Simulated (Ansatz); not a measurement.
# Structure types of HfC compared at 0.032 GPa

Structure types of HfC are relaxed in primitive cells with their symmetry kept at 0.032 GPa, on PAW files; LAPW relaxes the small cells further and takes the PAW cell for the others (marked *). The enthalpy is E + pV at zero temperature, without zero-point motion. Only the types listed were tried, and differences under about 5 meV/atom are mesh noise. The real phase may be another.

Level of theory: DFT with PBE, scalar-relativistic, in Ansatz 0.2.0; Fermi–Dirac smearing of 0.1 eV, no spin polarisation. LAPW: all electrons, basis error target 0.5 meV/atom; PAW: frozen-core files, cutoff 420 eV.

k meshes: rocksalt 15×15×15, CsCl 13×13×13, WC 15×15×13, NiAs 10×10×6, zincblende 13×13×13.

Spin–orbit coupling is left out, which matters for the heavy atoms.

| start type | ends as | a, b, c (Å) | V (Å³/atom) | H − H(lowest), LAPW (meV/atom) |
| --- | --- | --- | --- | --- |
| rocksalt | rocksalt, Fm-3m | 4.652, 4.652, 4.652 | 12.58 | 0.0 |
| CsCl | CsCl, Pm-3m | 2.902, 2.902, 2.902 | 12.22 | 1358.9 |
| WC | WC, P-6m2 | 3.236, 3.236, 2.914 | 13.21 | ? |
| NiAs* | NiAs, P6_3/mmc | 3.266, 3.266, 5.767 | 13.32 | ? |
| zincblende | zincblende, F-43m | 5.043, 5.043, 5.043 | 16.03 | 636.4 |

**Question.** What belongs in the row "NiAs*", column "H − H(lowest), LAPW (meV/atom)"?

**Answer.** 532.5.

**Question.** Fill in "H − H(lowest), LAPW (meV/atom)" for the row "WC".

**Answer.** 763.7.
